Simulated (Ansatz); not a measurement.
# As (Pm-3m) in Ansatz: settings compared

One crystal, As, is run at these levels: LDA, PBEsol; tasks: band structure, single point, equation of state.

Program: Ansatz 0.2.0. These are calculated values, not measurements. Logs are shortened: lines on timing, memory, paths and dates and some standing lists are left out, and cuts for length are marked.

## 1. The crystal as given

The structure is cubic, space group Pm-3m (No. 221). The conventional cell has a = 2.704 Å, b = 2.704 Å, c = 2.704 Å, α = 90.00°, β = 90.00°, γ = 90.00°. As (site symmetry m-3m) is surrounded by 6 As at 2.70 Å.

This isn't the form of As at room conditions, which is rhombohedral.

## 2. Band structure, LDA

The input, input.yaml:

```yaml
crystal:
  lattice:
    - [2.7036817444, 0.0, 0.0]
    - [0.0, 2.7036817444, 0.0]
    - [0.0, 0.0, 2.7036817444]
  atoms:
    - { symbol: As, position: [0.5, 0.5, 0.5] }
kpoints:
  mp_grid: { grid: [10, 10, 10] }
  band_path:
    path:
      - [0.0, 0.0, 0.0]
      - [0.0, 0.5, 0.0]
      - [0.5, 0.5, 0.0]
      - [0.0, 0.0, 0.0]
      - [0.5, 0.5, 0.5]
      - [0.0, 0.5, 0.0]
    npoints: 6
scf:
  occupations: { method: fermi_dirac, width: 0.05 }
hamiltonian:
  xc: lda
  pseudopotentials: { kind: all_electron, lapw: { basis_error: 0.001 } }
output:
  forces: true
  stress: true
  eigenvalues: true
```

Potentials or basis: all-electron LAPW, scalar-relativistic.

The run is started by

```sh
> ansatz run input.yaml --threads 1 --pin off --max-ram 3072MiB --backend cpu --events-out ev --progress --plain --runs-dir out
```

Standard output:

```text
Warning: RAYON_NUM_THREADS=1 ignored (pool sized by the plan → 1); use --threads N
LAPW: plane waves up to 7.888 Å⁻¹, error target 1.0e-3 eV per atom; small_component_spin mean_spin; As in spheres of 1.352 Å, 23 of its electrons in bands, Dirac shells [] (how accurate: hamiltonian.pseudopotentials.lapw.basis_error, Limitations)
Engine: ansatz 0.2.0, x86_64-unknown-linux-gnu
Pseudopotentials: kind: all_electron
Pseudopotential: As, LAPW, valence charge 23, lapw/all_electron/scalar/gaussian/As, Koelling and Harmon's equation, gaussian nucleus
Functional definition: SPW92
  exchange = slater_x
  correlation = pw_c
Crystal: 1 atoms, lattice volume = 19.764 Å³
Basis set: ecut = 237.0467834089982 eV, 171 PW (Γ), exchange–correlation at level 2
Bands: 16, of which v1, the nominal top of the filled ones, is band 12 counted from 1 (11 counted from 0)
Symmetry: 48 space group operations
Space group: Pm-3m (ITA 221), of the structure as read, at distance tolerance 2.7e-5 Å
k-points: 56 of 1000
Non-local potential: As, projectors of the file, none
Initial density: superposition of atomic densities (chi_scale 0.1, normalization cell)
Initial wavefunctions: plane waves of lowest kinetic energy (no species holds an atomic orbital)
Functional: x = slater, c = lda
iter 1 solved again at ethr=1.19e-4 eV; its pass at ethr=1.00e-1 eV (dr2=2.73e-2 eV) is discarded
SCF iter   1: F=—  HF=-61441.518157 eV  |F-HF|=—  |Δ(HF+E_count)|=         —  Δρ=1.35e-2  dr2=2.73e-2  ethr=1.19e-4  ⟨swp⟩=3.0  Hψ=5955  notcnv=0
preconditioner: auto → none  [metal: Δε(μ)=0.064 eV  Ē_g=15.087 eV  σ=0.050 eV  W_gap=0.31  n_scr=6 (ndim 8)  ℏωp=18.7 eV  f_vac=0.008  D(μ)=0.30/eV (n_scr^D=0)  sad-step TF]
SCF iter   2: F=—  HF=-61441.514360 eV  |F-HF|=—  |Δ(HF+E_count)|=   3.80e-3  Δρ=9.34e-3  dr2=1.60e-2  ethr=1.19e-4  ⟨swp⟩=2.0  Hψ=2496  notcnv=0
iter 3 solved again at ethr=1.02e-6 eV; its pass at ethr=6.94e-5 eV (dr2=2.34e-4 eV) is discarded
SCF iter   3: F=—  HF=-61441.514066 eV  |F-HF|=—  |Δ(HF+E_count)|=   2.94e-4  Δρ=1.31e-3  dr2=2.34e-4  ethr=1.02e-6  ⟨swp⟩=2.0  Hψ=4264  notcnv=0
SCF iter   4: F=—  HF=-61441.512403 eV  |F-HF|=—  |Δ(HF+E_count)|=   1.66e-3  Δρ=2.32e-4  dr2=1.00e-5  ethr=1.02e-6  ⟨swp⟩=2.0  Hψ=2496  notcnv=0
SCF iter   5: F=—  HF=-61441.512397 eV  |F-HF|=—  |Δ(HF+E_count)|=   5.44e-6  Δρ=5.52e-5  dr2=3.68e-7  ethr=4.36e-8  ⟨swp⟩=2.1  Hψ=2499  notcnv=0
SCF iter   6: F=-61441.512397 eV  HF=-61441.512397 eV  |F-HF|=1.35e-9  |Δ(HF+E_count)|=   2.31e-7  Δρ=6.09e-6  dr2=4.46e-9  ethr=1.60e-9  ⟨swp⟩=2.7  Hψ=2538  notcnv=0
SCF 1 converged in 6 iterations: F = -61441.512397 eV  dr2 = 4.46e-9
NSCF: frozen V_eff on 31 k-points
SCF converged after 6 iterations
Free energy (F): -61441.512397 eV
Harris-Foulkes:  -61441.512397 eV  (|F-HF|=1.35e-9)
Internal energy: -61441.509960 eV  (E = F + TS)
E sigma→0 (E₀):  -61441.511179 eV
Entropy (-TS):   -0.002437 eV (-2.437 meV/atom)
Fermi energy:    12.031838 eV
--- Per-component energies (eV) ---
  E_band       = -1252.586989
  E_kinetic    = 62788.511189
  E_xc         = -2198.166854
  E_electrostatic = -122031.854295  (all electrons and nuclei)
  E_smearing   = -0.002437  (= −TS)
  E_closure    = 0.000000  (closes the sum)
  E_atoms      = -61436.183234  (free atoms, spherical and without spin; not in F)
  Σ components = -61441.512397   (vs F -61441.512397, Δ=0.00e0)
  Basis errors (estimates in eV, not in F): energy 3.2e-4 per atom: plane waves 3.1e-4 (1.7e-4 summed), levels above the bands 2.4e-85, relativity 1.8e-9, radial functions 1.0e-5, core shells 2.9e-13; eigenvalues (radial functions only) 3.5e-5; not estimated: angular momenta, meshes, grids; target (lapw.basis_error) 1.0e-3; muffin-tin radii As 1.352 Å
--- Forces (eV/Å), atoms counted from 1 ---
  atom   1  As    -0.00000000     0.00000000     0.00000000
  max |Σ_I F_I| component: 2.10e-30 eV/Å
--- Stress (GPa, compression-positive) ---
       -3.168021      -0.000000       0.000000
       -0.000000      -3.168021       0.000000
        0.000000       0.000000      -3.168021
  P = ⅓ Tr σ = -3.1680 GPa (-31.680 kbar)
--- Band table (eV; the first three rows and the last of 56) ---
  k-point 0: bands = ["-172.4421", "-116.3569", "-116.3569", "-116.3569", "-23.9803", "-23.9803", "-23.8758", "-23.8758", "-23.8758", "-2.8970", "16.2015", "16.2015", "16.2015", "20.8005", "20.8005", "22.5000"]
  k-point 1: bands = ["-172.4421", "-116.3570", "-116.3569", "-116.3569", "-23.9799", "-23.9715", "-23.8783", "-23.8783", "-23.8756", "-2.7136", "14.1858", "16.3620", "16.3620", "20.9693", "21.9118", "23.9131"]
  k-point 2: bands = ["-172.4420", "-116.3574", "-116.3568", "-116.3568", "-23.9788", "-23.9486", "-23.8849", "-23.8849", "-23.8750", "-2.1738", "11.1306", "16.8197", "16.8197", "21.4644", "22.6492", "27.6094"]
  k-point 55: bands = ["-172.4418", "-116.3583", "-116.3583", "-116.3583", "-23.9318", "-23.9318", "-23.9318", "-23.8342", "-23.8342", "7.0097", "10.2905", "10.2905", "10.2905", "18.1269", "18.1269", "18.1269"]
```

It took 3.8 s on 1 thread of AMD EPYC 7R43 (Zen 3), shared host; peak memory 0.28 GiB.

Results:

* Free energy: -61441.5124 eV
* Pressure: -3.2 GPa
* Band gap along the path: none (metal or under the smearing width)

Levels at the corners of the path, in eV from the Fermi level:
```csv
point,band 7,band 8,band 9,band 10,band 11,band 12,band 13,band 14,band 15,band 16
Γ,-35.91,-35.91,-35.91,-14.93,4.17,4.17,4.17,8.77,8.77,10.47
X,-35.93,-35.92,-35.91,-11.81,-6.84,6.43,6.43,11.57,14.11,14.89
M,-35.93,-35.93,-35.87,-8.57,-4.17,-4.17,2.60,8.55,16.94,18.05
Γ,-35.91,-35.91,-35.91,-14.93,4.17,4.17,4.17,8.77,8.77,10.47
R,-35.96,-35.87,-35.87,-5.02,-1.74,-1.74,-1.74,6.10,6.10,6.10
X,-35.93,-35.92,-35.91,-11.81,-6.84,6.43,6.43,11.57,14.11,14.89
```

## 3. Band structure, PBEsol

Changes to input.yaml since step 2:

```diff
@@ -21,3 +21,3 @@
 hamiltonian:
-  xc: lda
+  xc: pbesol
   pseudopotentials: { kind: all_electron, lapw: { basis_error: 0.001 } }
```

Potentials or basis: all-electron LAPW, scalar-relativistic.

The run is started by

```sh
> ansatz run input.yaml --threads 1 --pin off --max-ram 3072MiB --backend cpu --events-out ev --progress --plain --runs-dir out
```

Run time: 4.1 s. Hardware: 1 thread of AMD EPYC 7R43 (Zen 3), shared host; peak memory 0.28 GiB.

The run converged. Its results:

```
Free energy             : -61480.7651 eV
Pressure                : -1.5 GPa
Band gap along the path : none (metal or under the smearing width)
```

Levels at the corners of the path, in eV from the Fermi level:
```
point  band 9  band 10  band 11  band 12  band 13  band 14
    Γ  -35.85   -14.93     4.20     4.20     4.20     8.65
    X  -35.85   -11.78    -6.90     6.50     6.50    11.47
    M  -35.81    -8.50    -4.21    -4.21     2.48     8.66
    Γ  -35.85   -14.93     4.20     4.20     4.20     8.65
    R  -35.81    -4.89    -1.76    -1.76    -1.76     5.99
    X  -35.85   -11.78    -6.90     6.50     6.50    11.47
```

## 4. Single point, LDA, 18.58 Å³/atom (volume scaled by 0.94)

The input, input.yaml:

```yaml
crystal:
  lattice:
    - [2.6484890792, 0.0, 0.0]
    - [0.0, 2.6484890792, 0.0]
    - [0.0, 0.0, 2.6484890792]
  atoms:
    - { symbol: As, position: [0.5, 0.5, 0.5] }
kpoints:
  mp_grid: { grid: [10, 10, 10] }
scf:
  occupations: { method: fermi_dirac, width: 0.05 }
hamiltonian:
  xc: lda
  pseudopotentials: { kind: all_electron, lapw: { basis_error: 0.001 } }
output:
  forces: true
  stress: true
  eigenvalues: true
```

The run is started by

```sh
> ansatz run input.yaml --threads 1 --pin off --max-ram 3072MiB --backend cpu --events-out ev --progress --plain --runs-dir out
```

Run time: 3 s. Hardware: 1 thread of AMD EPYC 7R43 (Zen 3), shared host; peak memory 0.27 GiB.

The run converged. Its results:

| Quantity | Value |
| --- | --- |
| Free energy | -61441.5158 eV |
| Pressure | 2.6 GPa |
| Band gap on the k mesh | none (metal or under the smearing width) |

## 5. Single point, LDA, 18.97 Å³/atom (volume scaled by 0.96)

Changes to input.yaml since step 4:

```diff
@@ -2,5 +2,5 @@
   lattice:
-    - [2.6484890792, 0.0, 0.0]
-    - [0.0, 2.6484890792, 0.0]
-    - [0.0, 0.0, 2.6484890792]
+    - [2.6671410253, 0.0, 0.0]
+    - [0.0, 2.6671410253, 0.0]
+    - [0.0, 0.0, 2.6671410253]
   atoms:
```

The run is started by

```sh
> ansatz run input.yaml --threads 1 --pin off --max-ram 3072MiB --backend cpu --events-out ev --progress --plain --runs-dir out
```

It took 3 s on 1 thread of AMD EPYC 7R43 (Zen 3), shared host; peak memory 0.27 GiB.

The run converged. Its results:

| Property | Result |
| --- | --- |
| Free energy | -61441.5195 eV |
| Pressure | 0.4 GPa |
| Band gap on the k mesh | none (metal or under the smearing width) |

## 6. Single point, LDA, 19.37 Å³/atom (volume scaled by 0.98)

Changes to input.yaml since step 5:

```diff
@@ -2,5 +2,5 @@
   lattice:
-    - [2.6671410253, 0.0, 0.0]
-    - [0.0, 2.6671410253, 0.0]
-    - [0.0, 0.0, 2.6671410253]
+    - [2.6855356826, 0.0, 0.0]
+    - [0.0, 2.6855356826, 0.0]
+    - [0.0, 0.0, 2.6855356826]
   atoms:
```

Potentials or basis: all-electron LAPW, scalar-relativistic.

The run is started by

```sh
> ansatz run input.yaml --threads 1 --pin off --max-ram 3072MiB --backend cpu --events-out ev --progress --plain --runs-dir out
```

It took 3.3 s on 1 thread of AMD EPYC 7R43 (Zen 3), shared host; peak memory 0.28 GiB.

Results (log left out):

- Free energy: -61441.5182 eV
- Pressure: -1.5 GPa
- Band gap on the k mesh: none (metal or under the smearing width)

## 7. Single point, LDA, 19.76 Å³/atom

Changes to input.yaml since step 6:

```diff
@@ -2,5 +2,5 @@
   lattice:
-    - [2.6855356826, 0.0, 0.0]
-    - [0.0, 2.6855356826, 0.0]
-    - [0.0, 0.0, 2.6855356826]
+    - [2.7036817444, 0.0, 0.0]
+    - [0.0, 2.7036817444, 0.0]
+    - [0.0, 0.0, 2.7036817444]
   atoms:
```

The run is started by

```sh
> ansatz run input.yaml --threads 1 --pin off --max-ram 3072MiB --backend cpu --events-out ev --progress --plain --runs-dir out
```

Wall time 3.2 s (1 thread of AMD EPYC 7R43 (Zen 3), shared host); peak memory 0.27 GiB.

Results (log left out):

```
Free energy            : -61441.5124 eV
Pressure               : -3.2 GPa
Band gap on the k mesh : none (metal or under the smearing width)
```

## 8. Single point, LDA, 20.16 Å³/atom (volume scaled by 1.02)

Changes to input.yaml since step 7:

```diff
@@ -2,5 +2,5 @@
   lattice:
-    - [2.7036817444, 0.0, 0.0]
-    - [0.0, 2.7036817444, 0.0]
-    - [0.0, 0.0, 2.7036817444]
+    - [2.7215874433, 0.0, 0.0]
+    - [0.0, 2.7215874433, 0.0]
+    - [0.0, 0.0, 2.7215874433]
   atoms:
```

The run is started by

```sh
> ansatz run input.yaml --threads 1 --pin off --max-ram 3072MiB --backend cpu --events-out ev --progress --plain --runs-dir out
```

It took 3.3 s on 1 thread of AMD EPYC 7R43 (Zen 3), shared host; peak memory 0.27 GiB.

The run converged. Its results:

* Free energy: -61441.5026 eV
* Pressure: -4.7 GPa
* Band gap on the k mesh: none (metal or under the smearing width)

## 9. Single point, LDA, 20.55 Å³/atom (volume scaled by 1.04)

Changes to input.yaml since step 8:

```diff
@@ -2,5 +2,5 @@
   lattice:
-    - [2.7215874433, 0.0, 0.0]
-    - [0.0, 2.7215874433, 0.0]
-    - [0.0, 0.0, 2.7215874433]
+    - [2.7392605843, 0.0, 0.0]
+    - [0.0, 2.7392605843, 0.0]
+    - [0.0, 0.0, 2.7392605843]
   atoms:
```

Potentials or basis: all-electron LAPW, scalar-relativistic.

The run is started by

```sh
> ansatz run input.yaml --threads 1 --pin off --max-ram 3072MiB --backend cpu --events-out ev --progress --plain --runs-dir out
```

It took 3.3 s on 1 thread of AMD EPYC 7R43 (Zen 3), shared host; peak memory 0.27 GiB.

The run converged. Its results:

| Item | Value |
| --- | --- |
| Free energy | -61441.4893 eV |
| Pressure | -6.1 GPa |
| Band gap on the k mesh | none (metal or under the smearing width) |

## 10. Single point, LDA, 20.95 Å³/atom (volume scaled by 1.06)

Changes to input.yaml since step 9:

```diff
@@ -2,5 +2,5 @@
   lattice:
-    - [2.7392605843, 0.0, 0.0]
-    - [0.0, 2.7392605843, 0.0]
-    - [0.0, 0.0, 2.7392605843]
+    - [2.7567085743, 0.0, 0.0]
+    - [0.0, 2.7567085743, 0.0]
+    - [0.0, 0.0, 2.7567085743]
   atoms:
```

The run is started by

```sh
> ansatz run input.yaml --threads 1 --pin off --max-ram 3072MiB --backend cpu --events-out ev --progress --plain --runs-dir out
```

Wall time 3 s (1 thread of AMD EPYC 7R43 (Zen 3), shared host); peak memory 0.27 GiB.

Results (log left out):

| Item | Value |
| --- | --- |
| Free energy | -61441.4727 eV |
| Pressure | -7.3 GPa |
| Band gap on the k mesh | none (metal or under the smearing width) |

## 11. Equation of state, LDA

Potentials or basis: all-electron LAPW, scalar-relativistic.

This step only gathers the single runs of the series.

What came out:

```
Equilibrium volume                      : 19.06 Å³/atom
Bulk modulus                            : 94 GPa
Pressure derivative of the bulk modulus : 4.2
```

Energy against volume, from the lowest point:
| volume (Å³/atom) | energy (meV/atom) |
| --- | --- |
| 18.578 | 3.65 |
| 18.973 | 0.00 |
| 19.368 | 1.31 |
| 19.764 | 7.07 |
| 20.159 | 16.82 |
| 20.554 | 30.18 |
| 20.949 | 46.76 |

## 12. Summary

```csv
task,level,cutoff (eV),pressure (GPa)
band structure,LDA,237,-3.2
band structure,PBEsol,237,-1.5
equation of state,LDA,-,-
```

Alike in all rows: potentials or basis all-electron LAPW, scalar-relativistic; no spin polarisation; cell as given; k mesh 10 × 10 × 10; smearing fermi-dirac 0.05 eV; basis error allowed 0.001 eV/atom.

Compare energies only between runs with the same functional and basis.
